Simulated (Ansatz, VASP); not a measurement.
# W3C: VASP beside Ansatz

Contents of INCAR:

```
ALGO = Normal
DIPOL = 0.5 0.5 0.344
EDIFF = 1E-6
ENCUT = 520
GGA = PE
IDIPOL = 3
ISIF = 2
ISMEAR = 0
LASPH = T
LCHARG = T
LDIPOL = T
LELF = T
LREAL = F
LVACPOTAV = T
LVHAR = T
LWAVE = F
NBANDS = 31
NELM = 80
PREC = Accurate
SIGMA = 0.1
```

KPOINTS

```
k-points
0
Gamma
  9 9 1
```

File POSCAR:

```
W3C
1.0
    2.8545944806      0.0000000000      0.0000000000
   -1.4272972403      2.4721513377      0.0000000000
    0.0000000000      0.0000000000     21.6971108210
W C
3 1
Direct
    0.6666666667      0.3333333333      0.1843563428
    0.3333333333      0.6666666667      0.2926027619
    0.0000000000      0.0000000000      0.4008418859
    0.2222222222     -0.2222222222      0.4980898568
```

Input for Ansatz:

```yaml
crystal:
  lattice:
    - [2.8545944806, 0.0, 0.0]
    - [-1.4272972403, 2.4721513377, 0.0]
    - [0.0, 0.0, 21.697110821]
  atoms:
    - { symbol: W, position: [0.6666666667, 0.3333333333, 0.1843563428] }
    - { symbol: W, position: [0.3333333333, 0.6666666667, 0.2926027619] }
    - { symbol: W, position: [0.0, 0.0, 0.4008418859] }
    - { symbol: C, position: [0.2222222222, -0.2222222222, 0.4980898568] }
basis:
  ecutwfc: 420
kpoints:
  mp_grid: { grid: [9, 9, 1] }
hamiltonian:
  xc: pbe
scf:
  occupations: { method: gaussian, width: 0.1 }
output:
  forces: true
  eigenvalues: true
efield:
  axis: 3
  dipole_correction: true
  ramp_width: 0.04
```

Alike in both runs: task single point; functional PBE; k mesh 9 × 9 × 1; occupations gaussian, width 0.1 eV; no spin polarisation.

```csv
,VASP,Ansatz
version,VASP 6.6.1,Ansatz 0.2.0
potentials or method,"VASP PAW PBE potentials, release 64 (W_sv, C)","scalar-relativistic, plane waves, PAW"
plane-wave cutoff (eV),520,420
valence electrons in the cell,46,46
```

|  | VASP | Ansatz | Ansatz less VASP |
| --- | --- | --- | --- |
| gap on the k mesh at the Fermi level (eV) | none | none | - |
| rms of the force components (eV/Å) | 1.298 | 1.300 | +0.0015 |
| work function, face that differs most (eV) | 5.02 | 5.02 | -0.005 |

Atom by atom the forces differ by 0.010 eV/Å (rms over components). A gap of «none» marks a metal or a gap that the smearing closes.

The runs have no spin-orbit coupling, so splittings on W are missing.
